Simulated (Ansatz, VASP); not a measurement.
CdS: VASP beside Ansatz

INCAR

```
ALGO = Normal
EDIFF = 1E-6
ENCUT = 520
GGA = PS
ISIF = 2
ISMEAR = 0
LASPH = True
LCHARG = False
LREAL = False
LWAVE = False
NBANDS = 16
NELM = 60
PREC = Accurate
SIGMA = 0.05
```

The input KPOINTS:

```
k-points
0
Gamma
  8 8 8
```

The input POSCAR:

```
CdS
1.0
    0.0000000000      2.8728110023      2.8728110023
    2.8728110023      0.0000000000      2.8728110023
    2.8728110023      2.8728110023      0.0000000000
Cd S
1 1
Direct
    0.0000000000      0.0000000000      0.0000000000
    0.7500000000      0.7500000000      0.7500000000
```

Input for Ansatz:

```yaml
crystal:
  lattice:
    - [0.0, 2.8728110023, 2.8728110023]
    - [2.8728110023, 0.0, 2.8728110023]
    - [2.8728110023, 2.8728110023, 0.0]
  atoms:
    - { symbol: Cd, position: [0.0, 0.0, 0.0] }
    - { symbol: S, position: [0.75, 0.75, 0.75] }
basis:
  ecutwfc: 420
  ecutrho_ratio: 4
kpoints:
  mp_grid: { grid: [8, 8, 8] }
hamiltonian:
  xc: pbesol
scf:
  occupations: { method: gaussian, width: 0.05 }
output:
  forces: true
  stress: true
  eigenvalues: true
```

Alike in both runs: task single point; functional PBEsol; k mesh 8 × 8 × 8; occupations gaussian, width 0.05 eV; no spin polarisation.

```csv
,VASP,Ansatz
version,VASP 6.6.1,Ansatz 0.2.0
potentials or method,"VASP PAW PBE potentials, release 64 (Cd, S)","scalar-relativistic, plane waves, PAW"
plane-wave cutoff (eV),520,420
valence electrons in the cell,18,26
```

|  | VASP | Ansatz | Ansatz less VASP |
| --- | --- | --- | --- |
| gap on the k mesh at the Fermi level (eV) | 1.10 | 1.09 | -0.008 |
| least direct gap on the mesh (eV) | 1.10 | 1.09 | -0.008 |
| pressure (GPa) | 3.2 | 2.8 | -0.47 |

The two sets of potentials don't hold the same shells in valence.

Caveats: the PAW data sets were made with another functional, which shifts forces and pressure a little (VASP). PBEsol gaps usually lie below the measured ones, often by a third to a half.
